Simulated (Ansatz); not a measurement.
## VO2: field gradients at two levels of theory

Cell: an entry of the Crystallography Open Database (COD), whose atoms a relaxation with PBE at fixed cell left in place.

Space group P4_2/mnm (No. 136); a = 4.5546, c = 2.8528 Å.

| site | Wyckoff | site symmetry | x | y | z |
| --- | --- | --- | --- | --- | --- |
| V | 2a | m.mm | 0.0000 | 0.0000 | 0.0000 |
| O | 4f | m.2m | 0.3001 | 0.3001 | 0.0000 |

One atom of each set is listed.

First run. Level of theory: DFT, PBE, plane waves and PAW, scalar-relativistic, collinear spin, 420 eV cutoff, Γ-centred 10×10×16 k-points, Fermi–Dirac smearing 0.05 eV (Ansatz 0.2.0). Start moments as typed (μB): 1 on each V, none on the rest.

```
site  V_zz (10²¹ V/m²)     η  m (μB)
   V             -0.71  0.09    0.83
   O             -2.91  0.90   -0.05
```

Second run. The same atoms and settings, except that the functional is PBEsol.

Task: What does the second run give?

Result: 

```csv
site,V_zz,η,change of V_zz,m (μB)
V,-0.87,0.23,-0.16,0.82
O,-2.79,0.92,+0.12,-0.04
```

The largest change of V_zz is on V, from -0.71 to -0.87. In per cent, |V_zz| changes by -4 on O (all sites that start above 2).

With no gap above 0.1 eV, as in a metal, the gradients converge slowly in k; expect changes of a tenth or more on a denser mesh. Semilocal functionals can leave a metal where correlation in the d or f shell opens a gap in the real compound, and that would change the values at and beside V. All moments are parallel here, as the start or the cell imposes; many such compounds order antiparallel, where fields and spin densities carried over to other atoms largely cancel. The magnetic order is the one that the run reached from its start moments, not necessarily the measured one.
For the second run: At this cell the PBEsol pressure is -6 GPa, so with PBEsol the cell would shrink if it were relaxed.
